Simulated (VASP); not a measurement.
# Sc (P6_3/mmc) in VASP: further runs

Aim: see how the results for Sc move with the level of theory and the settings. Levels: TB-mBJ, revPBE+dDsC+U, PBE+D4+U, LDA. Tasks: density of states, electric field gradients, equation of state, electrostatic potential.

Program: VASP 6.6.1. These are calculated values, not measurements. Logs are shortened: lines on timing, memory, paths and dates and some standing lists are left out, and cuts for length are marked.

**1. Starting point**

The structure is hexagonal, space group P6_3/mmc (No. 194). Conventional cell: a = 3.309 Å, b = 3.309 Å, c = 5.273 Å, α = 90.00°, β = 90.00°, γ = 120.00°. Sc (site symmetry -6m2) is surrounded by 12 Sc at 3.26 to 3.31 Å.

**2. Density of states, TB-mBJ (volume scaled by 0.96)**

Contents of POSCAR:

```
Sc
1.0
    3.2642783016      0.0000000000      0.0000000000
   -1.6321391508      2.8269479342      0.0000000000
    0.0000000000      0.0000000000      5.2020304526
Sc
2
Cartesian
    1.6321391510      0.9423159780      3.9015228394
   -0.0000000002      1.8846319562      1.3005076132
```

Contents of INCAR.step1:

```
PREC = Accurate
ENCUT = 520
EDIFF = 1E-5
ISMEAR = 0
SIGMA = 0.1
LREAL = False
LASPH = True
NELM = 60
ALGO = Normal
ISIF = 2
LWAVE = True
LCHARG = False
LMAXMIX = 4
GGA = PE
```

Contents of INCAR.step2:

```
PREC = Accurate
ENCUT = 520
EDIFF = 1E-6
ISMEAR = -5
SIGMA = 0.1
LREAL = False
LASPH = True
NELM = 60
ALGO = Normal
ISIF = 2
LWAVE = False
LCHARG = False
LMAXMIX = 4
METAGGA = MBJ
LORBIT = 11
ISTART = 1
NEDOS = 1001
```

Contents of KPOINTS:

```
Automatic mesh
0
Gamma
  9 9 5
```

Potentials or basis: VASP PAW PBE potentials, release 54 (Sc_sv).

Started as:

```console
cat potpaw_PBE.54/Sc_sv/POTCAR > POTCAR
cp INCAR.step1 INCAR
mpirun -np 1 vasp_std > vasp.out
cp INCAR.step2 INCAR
mpirun -np 1 vasp_std > vasp.out
```

OUTCAR:

```text
PREC = Accurate
   ENCUT = 520
   EDIFF = 1E-6
   ISMEAR = -5
   LREAL = False
   LASPH = True
   NELM = 60
   ISIF = 2
   METAGGA = MBJ
   LORBIT = 11
   ISTART = 1

 ion  position               nearest neighbor table
   1  0.667  0.333  0.750-   2 3.21   2 3.21   2 3.21   2 3.21   2 3.21   2 3.21
   2  0.333  0.667  0.250-   1 3.21   1 3.21   1 3.21   1 3.21   1 3.21   1 3.21

  LATTYP: Found a hexagonal cell.
 ALAT       =     3.2642783016
 C/A-ratio  =     1.5936234512

  Lattice vectors:

 A1 = (   3.2642783016,   0.0000000000,   0.0000000000)
 A2 = (  -1.6321391508,   2.8269479342,   0.0000000000)
 A3 = (   0.0000000000,   0.0000000000,   5.2020304526)

Analysis of symmetry for initial positions (statically):
=====================================================================
 Subroutine PRICEL returns:
 Original cell was already a primitive cell.

 Routine SETGRP: Setting up the symmetry group for a
 hexagonal supercell.

 Subroutine GETGRP returns: Found 24 space group operations
 (whereof 12 operations were pure point group operations)
 out of a pool of 24 trial point group operations.

The static configuration has the point symmetry D_3d.
 The point group associated with its full space group is D_6h.

Analysis of symmetry for dynamics (positions and initial velocities):
=====================================================================
 Subroutine PRICEL returns:
 Original cell was already a primitive cell.

 Routine SETGRP: Setting up the symmetry group for a
 hexagonal supercell.

 Subroutine GETGRP returns: Found 24 space group operations
 (whereof 12 operations were pure point group operations)
 out of a pool of 24 trial point group operations.

The dynamic configuration has the point symmetry D_3d.
 The point group associated with its full space group is D_6h.

 Subroutine INISYM returns: Found 24 space group operations
 (whereof 12 operations are pure point group operations),
 and found     1 'primitive' translations

----------------------------------------------------------------------------------------

                                     Primitive cell

  volume of cell :      48.0040

  direct lattice vectors                    reciprocal lattice vectors
     3.264278302  0.000000000  0.000000000     0.306346429  0.176869193  0.000000000
    -1.632139151  2.826947934  0.000000000     0.000000000  0.353738386  0.000000000
     0.000000000  0.000000000  5.202030453     0.000000000  0.000000000  0.192232631

[... 113 lines left out ...]
   IALGO  =     38    algorithm
   IMIX   =      4    mixing-type and parameters
     AMIX     =   0.40;   BMIX     =  1.00
     AMIX_MAG =   1.60;   BMIX_MAG =  1.00
  volume/ion in A,a.u.               =      24.00       161.97
  Fermi-wavevector in a.u.,A,eV,Ry     =   1.262185  2.385184 21.675599  1.593112
  Thomas-Fermi vector in A             =   2.395606
   LORBIT       =     11    0 simple, 1 ext, 2 COOP (PROOUT), +10 PAW based schemes
   METAGGA = MBJ    functional components
   LHFCALC =     F    Hartree Fock is set to
   AEXX    =    0.0000 exact exchange contribution
   IVDW    =     0    specifies the selected vdW correction
   LEPSILON=     F    determine dielectric tensor
   LRPA    =     F    only Hartree local field effects (RPA)
 non-spin polarized calculation
 Fermi weights with tetrahedron method with Bloechl corrections
  energy-cutoff  :      520.00
  volume of cell :       48.00
 maximum number of plane-waves:      1311
   NGX = 13   NGY = 13   NGZ = 19

 number of electron      21.9999997 magnetization

 Free energy of the ion-electron system (eV)
  ---------------------------------------------------
  ext. energy  EPLUGINS =         0.00000000
  ---------------------------------------------------
  free energy    TOTEN  =        98.75478732 eV

  energy without entropy =       98.75478732  energy(sigma->0) =       98.75478732

 E-fermi :   3.3462     XC(G=0): -11.0064

 val. band max:        3.3344611712   @ k =   0.4444   0.1111   0.4000
 cond. band min:       3.3706457110   @ k =   0.1111   0.1111   0.2000
 fundamental gap:      0.0361845397
 Fermi energy:         3.3461776400

 k-point     1 :       0.0000    0.0000    0.0000
  band No.  band energies     occupation
      1     -46.1670      2.00000
      2     -46.0942      2.00000
      3     -25.0402      2.00000
      4     -24.6704      2.00000
      5     -24.6704      2.00000
      6     -24.6067      2.00000
      7     -24.6067      2.00000
      8     -24.5906      2.00000
      9      -1.4906      2.00000
     10       1.7541      2.00000
     11       4.1959      0.00000
     12       4.7934      0.00000
     13       4.7934      0.00000
     14       4.9032      0.00000
[... 617 lines left out ...]
      2     -46.0860      2.00000
      3     -24.9403      2.00000
      4     -24.9403      2.00000
      5     -24.8682      2.00000
      6     -24.8243      2.00000
      7     -24.6753      2.00000
      8     -24.6753      2.00000
      9       2.9436      2.00000
     10       2.9708      2.00000
     11       3.1435      2.00000
     12       3.1435      1.63718
     13       3.8096      0.00000
     14       3.8096      0.00000
     15       5.3935      0.00000

------------------------ aborting loop because EDIFF is reached ----------------------------------------

  FORCE on cell =-STRESS in cart. coord.  units (eV):
  Direction    XX          YY          ZZ          XY          YZ          ZX
  --------------------------------------------------------------------------------------
  -------------------------------------------------------------------------------------
  Total      -77.7790188    -77.7790188    -78.2943709     -0.0000000     -0.0000000      0.0000000
  in kB    -2595.9430727  -2595.9430727  -2613.1433996     -0.0000000     -0.0000000      0.0000000
  external PRESSURE =   -2601.6765150 kB  Pullay stress =       0.0000000 kB

 VOLUME and BASIS-vectors are now :
 -----------------------------------------------------------------------------
  energy-cutoff  :      520.00
  volume of cell :       48.00
      direct lattice vectors                 reciprocal lattice vectors
     3.264278302  0.000000000  0.000000000     0.306346429  0.176869193  0.000000000
    -1.632139151  2.826947934  0.000000000     0.000000000  0.353738386  0.000000000
     0.000000000  0.000000000  5.202030453     0.000000000  0.000000000  0.192232631

 POSITION                                       TOTAL-FORCE (eV/Angst)
 -----------------------------------------------------------------------------------
      1.63214      0.94232      3.90152        -0.000000      0.000000      0.000000
     -0.00000      1.88463      1.30051         0.000000      0.000000     -0.000000
 -----------------------------------------------------------------------------------
    total drift:                               -0.000000      0.000000     -0.000000

  FREE ENERGIE OF THE ION-ELECTRON SYSTEM (eV)
  ---------------------------------------------------
  free  energy   TOTEN  =        98.7547873172 eV

  energy  without entropy=       98.7547873172  energy(sigma->0) =       98.75478732

 total charge

# of ion       s       p       d       tot
------------------------------------------
    1        2.275   6.088   1.149   9.512
    2        2.275   6.088   1.149   9.512
--------------------------------------------------
tot          4.550  12.176   2.299  19.024
```

Run time: 56 s. Hardware: 1 thread of Intel Xeon Platinum 8559C (Emerald Rapids), shared host; peak memory 0.17 GiB.

Results:

* Band gap on the k mesh: none (metal or under the smearing width)
* Valence electrons inside the program's atomic spheres: Sc 9.51

States per cell in windows of 1 eV (zero at the Fermi level; states under -8 eV left out):
```
from (eV)  total  Sc1_d  Sc2_d  Sc1_p  Sc2_p  Sc1_s  Sc2_s
     -8.0   0.00   0.00   0.00   0.00   0.00   0.00   0.00
     -7.0   0.00   0.00   0.00   0.00   0.00   0.00   0.00
     -6.0   0.00   0.00   0.00   0.00   0.00   0.00   0.00
     -5.0   0.12   0.00   0.00   0.00   0.00   0.02   0.02
     -4.0   0.35   0.00   0.00   0.01   0.01   0.05   0.05
     -3.0   0.65   0.03   0.03   0.02   0.02   0.07   0.07
     -2.0   1.67   0.26   0.26   0.05   0.05   0.11   0.11
     -1.0   3.26   0.86   0.86   0.09   0.09   0.04   0.04
      0.0   3.01   0.94   0.94   0.08   0.08   0.01   0.01
      1.0   4.84   1.80   1.80   0.08   0.08   0.01   0.01
      2.0   0.17   0.07   0.07   0.00   0.00   0.00   0.00
      3.0   0.00   0.00   0.00   0.00   0.00   0.00   0.00
```

Caveat: the PAW data sets were made with another functional, which shifts forces and pressure a little; tetrahedron occupations give inexact forces and stress in metals.

**3. Electric field gradients, revPBE+dDsC+U (atoms moved at random, drawn with an rms of 0.15 Å)**

Contents of INCAR:

```
ALGO = Normal
EDIFF = 1E-8
ENCUT = 500
GGA = RE
ISIF = 2
ISMEAR = 0
IVDW = 4
LASPH = True
LCHARG = False
LDAU = True
LDAUJ = 0
LDAUL = 2
LDAUPRINT = 1
LDAUTYPE = 2
LDAUU = 4.5
LEFG = True
LMAXMIX = 4
LREAL = False
LWAVE = False
NELM = 100
PREC = Accurate
SIGMA = 0.05
```

Contents of KPOINTS:

```
k-points
0
Gamma
  9 9 5
```

Contents of POSCAR:

```
Sc
1.0
    3.3090000000      0.0000000000      0.0000000000
   -1.6545000000      2.8656780611      0.0000000000
    0.0000000000      0.0000000000      5.2733000000
Sc
2
Direct
    0.6875460000      0.3481910000      0.7467380000
    0.3583440000      0.6558130000      0.2460500000
```

Potentials or basis: VASP PAW PBE potentials, release 64 (Sc_sv).

Started as:

```console
cat potpaw_PBE.64/Sc_sv/POTCAR > POTCAR
mpirun -np 1 vasp_std > vasp.out
```

OUTCAR:

```text
EDIFF = 1E-8
   ENCUT = 500
   GGA = RE
   ISIF = 2
   ISMEAR = 0
   IVDW = 4
   LASPH = True
   LREAL = False
   NELM = 100
   PREC = Accurate
  IVDW =   4

 ion  position               nearest neighbor table
   1  0.688  0.348  0.747-   2 3.20   2 3.21   2 3.26   2 3.27   2 3.30   2 3.30
   2  0.358  0.656  0.246-   1 3.20   1 3.21   1 3.26   1 3.27   1 3.30   1 3.30

  LATTYP: Found a hexagonal cell.
 ALAT       =     3.3090000000
 C/A-ratio  =     1.5936234512

  Lattice vectors:

 A1 = (   3.3090000000,   0.0000000000,   0.0000000000)
 A2 = (  -1.6545000000,   2.8656780611,   0.0000000000)
 A3 = (   0.0000000000,   0.0000000000,   5.2733000000)

Analysis of symmetry for initial positions (statically):
=====================================================================
 Subroutine PRICEL returns:
 Original cell was already a primitive cell.

 Routine SETGRP: Setting up the symmetry group for a
 hexagonal supercell.

 Subroutine GETGRP returns: Found  2 space group operations
 (whereof  1 operations were pure point group operations)
 out of a pool of 24 trial point group operations.

The static configuration has the point symmetry C_1 .
 The point group associated with its full space group is S_2 .

Analysis of symmetry for dynamics (positions and initial velocities):
=====================================================================
 Subroutine PRICEL returns:
 Original cell was already a primitive cell.

 Routine SETGRP: Setting up the symmetry group for a
 hexagonal supercell.

[... 269 lines left out ...]

  Hirshfeld-DOM and Hirshfeld charges and relative Volumes:
            ion         q(e)           q(e)           rel_vol
   -----------------------------------------------------------
      1     Sc         -0.000         -0.000          1.302
      2     Sc          0.000          0.000          1.304

  dDsC method for vdW energy calculation

  Number of pair interactions contributing to vdW energy:   31442

  Edisp (eV):   -0.66113

  FORCE on cell =-STRESS in cart. coord.  units (eV):
  Direction    XX          YY          ZZ          XY          YZ          ZX
  --------------------------------------------------------------------------------------
  -------------------------------------------------------------------------------------
  Total       2.21561     1.69517     1.79359    -0.17845     0.00844    -0.01424
  in kB      70.98990    54.31457    57.46809    -5.71773     0.27058    -0.45637
  external pressure =       60.92 kB  Pullay stress =        0.00 kB

 VOLUME and BASIS-vectors are now :
 -----------------------------------------------------------------------------
  energy-cutoff  :      500.00
  volume of cell :       50.00
      direct lattice vectors                 reciprocal lattice vectors
     3.309000000  0.000000000  0.000000000     0.302206105  0.174478776  0.000000000
    -1.654500000  2.865678061  0.000000000     0.000000000  0.348957552  0.000000000
     0.000000000  0.000000000  5.273300000     0.000000000  0.000000000  0.189634574

 POSITION                                       TOTAL-FORCE (eV/Angst)
 -----------------------------------------------------------------------------------
      1.69901      0.99780      3.93777         0.117021     -0.141449     -0.032268
      0.10072      1.87935      1.29750        -0.117021      0.141449      0.032268
 -----------------------------------------------------------------------------------
    total drift:                                0.000006     -0.000000      0.000042

  FREE ENERGIE OF THE ION-ELECTRON SYSTEM (eV)
  ---------------------------------------------------
  free  energy   TOTEN  =        -9.1434286943 eV

  energy  without entropy=       -9.1388481997  energy(sigma->0) =       -9.14113845

 Electric field gradients (V/A^2)
---------------------------------------------------------------------
 ion       V_xx      V_yy      V_zz      V_xy      V_xz      V_yz
---------------------------------------------------------------------
   1      -4.289    -3.476     7.766    -0.033    -0.030     0.031
   2      -4.289    -3.477     7.766    -0.033    -0.030     0.031
---------------------------------------------------------------------

 Electric field gradients after diagonalization (V/A^2)
 (convention: |V_zz| > |V_xx| > |V_yy|)
----------------------------------------------------------------------
 ion       V_xx      V_yy      V_zz     asymmetry (V_yy - V_xx)/ V_zz
----------------------------------------------------------------------
   1      -4.290    -3.475     7.766       0.105
   2      -4.291    -3.475     7.766       0.105
----------------------------------------------------------------------

           NMR quadrupolar parameters

 Cq : quadrupolar parameter    Cq=e*Q*V_zz/h
 eta: asymmetry parameters     (V_yy - V_xx)/ V_zz
 Q  : nuclear electric quadrupole moment in mb (millibarn)
----------------------------------------------------------------------
 ion       Cq(MHz)       eta       Q (mb)
----------------------------------------------------------------------
   1       0.019       0.105       1.000
   2       0.019       0.105       1.000
----------------------------------------------------------------------
```

Wall time 89 s (1 thread of Intel Xeon Platinum 8559C (Emerald Rapids), shared host); peak memory 0.25 GiB.

What came out:

| Item | Value |
| --- | --- |
| Free energy | -9.1434 eV |
| Pressure | 6.1 GPa |
| Largest force | 0.186 eV/Å |
| Band gap on the k mesh | none (metal or under the smearing width) |
| Dispersion energy per atom | -0.331 eV |

Forces in eV/Å, atoms in the order of the input:
```
Sc   0.117 -0.141 -0.032
Sc  -0.117  0.141  0.032
```

Electric field gradients, principal values (V/Å²):
```tsv
atom	Vxx	Vyy	Vzz
1 Sc	-3.475	-4.290	7.766
2 Sc	-3.475	-4.291	7.766
```

Eigenvalues of the final occupation matrices:
```
    site  spin  trace               eigenvalues
site 1 d     1   0.36  0.07 0.07 0.07 0.07 0.08
site 1 d     2   0.36  0.07 0.07 0.07 0.07 0.08
site 2 d     1   0.36  0.07 0.07 0.07 0.07 0.08
site 2 d     2   0.36  0.07 0.07 0.07 0.07 0.08
```

Caveat: the PAW data sets were made with another functional, which shifts forces and pressure a little; U without spin polarisation on a metal has little footing; pairwise dispersion overbinds metals, which lowers pressure and volume; the U is typed as a test and isn't derived for this compound.

[end of part 1 of 2]
